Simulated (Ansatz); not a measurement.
Crystal: CdF2.

```
Cd F
1.0
     0.00000    2.69400    2.69400
     2.69400    0.00000    2.69400
     2.69400    2.69400    0.00000
Cd F
1 2
Cartesian
  0.0000 0.0000 0.0000
  4.0410 4.0410 4.0410
  1.3470 1.3470 1.3470
```

Base run:

```yaml
Program: Ansatz 0.2.0
Functional: PBE0
Potentials_or_basis: Ansatz PAW
Cutoff: 420 eV
Density_cutoff: 1680 eV
k_mesh: 5 × 5 × 5
Occupations: fermi-dirac, width 0.05 eV
Spin: no spin polarisation
```

Its results: band gap on the k mesh 6.05 eV, indirect (least direct gap 6.54 eV).

Q: After a change of settings the same cell gave: band gap on the k mesh 3.34 eV, indirect (least direct gap 3.76 eV). Which change was it?
A. functional from PBE0 to revPBE
B. functional from PBE0 to B3LYP
C. functional from PBE0 to HSEsol
D. functional from PBE0 to HF

A: A.

PBE0 gives the wider gap, since exact exchange removes part of the self-interaction.

Caveats: the k mesh misses the band edges, so the gap on the mesh is wider than the one along the path.

Not every run made on this cell is shown here.
